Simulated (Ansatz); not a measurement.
Zincblende AlN, relaxed with r2SCAN in Ansatz 0.2.0. Space group F-43m (No. 216), cubic; conventional cell a = 4.370 Å, 10.43 Å³ an atom. Around Al lie 4 N at 1.89 Å; around N lie 4 Al at 1.89 Å.

The axes x, y and z are those of this cell:
```
CELL_PARAMETERS angstrom
0.00000 2.18488 2.18488
2.18488 0.00000 2.18488
2.18488 2.18488 0.00000
ATOMIC_POSITIONS crystal
Al 0.00000 0.00000 0.00000
N 0.25000 0.25000 0.25000
```

Unstrained: The PBE gap is indirect, 3.325 eV (Γ to X), below the direct gap of 4.176 eV at Γ. The r2SCAN gap is indirect, 3.941 eV (Γ to X), below the direct gap of 4.842 eV at Γ. HSE06 gives an indirect gap of 4.552 eV, from Γ to X; the least direct gap is 5.547 eV at Γ. Meshes: PBE 10×10×10, r2SCAN 10×10×10, HSE06 8×8×8. Strains are changes of length per length, and xy shears are angles. After each strain the atoms were relaxed again with r2SCAN within the symmetry that the strain leaves, so tilts or polar shifts that break it weren't tested; points keep the names that they have in the unstrained zone. The values are computed, spin-unpolarised, and not measurements.

Task: One strain changed the r2SCAN stress by xx +11.39, yy +11.39, zz +7.97 GPa (compression positive) and the gap by -0.046 eV (PBE), -0.035 eV (r2SCAN), -0.025 eV (HSE06). Which kind of strain was it, and roughly how large?

Result: Biaxial -2.22 % in x and y, z held. The pattern of the stress gives the kind; the size needs the stiffness, so it is an estimate.

Task: Estimate what xy shear, engineering strain (angle) +1.54 % does to the gap.

Result: PBE: the gap goes from 3.325 to 3.253 eV (-0.072 eV); with r2SCAN the top three valence levels at Γ, degenerate before, become 1+1+1 from the top over 132 meV. r2SCAN: the gap goes from 3.941 to 3.867 eV (-0.074 eV). HSE06: the gap goes from 4.552 to 4.481 eV (-0.071 eV). The r2SCAN energy rises by 1.5 meV an atom.

Task: One strain changed the r2SCAN stress by xx +4.98, yy +2.76, zz +2.76 GPa (compression positive) and the gap by -0.083 eV (PBE), -0.081 eV (r2SCAN), -0.078 eV (HSE06). Which kind of strain was it, and roughly how large?

Result: Uniaxial -1.61 % along x, other directions held. The pattern of the stress gives the kind; the size needs the stiffness, so it is an estimate.

The meshes of the hybrids are coarse, so their gaps aren't converged to the digits shown.

The splittings at Γ are without spin-orbit coupling, which regroups them where it is of like size or larger.
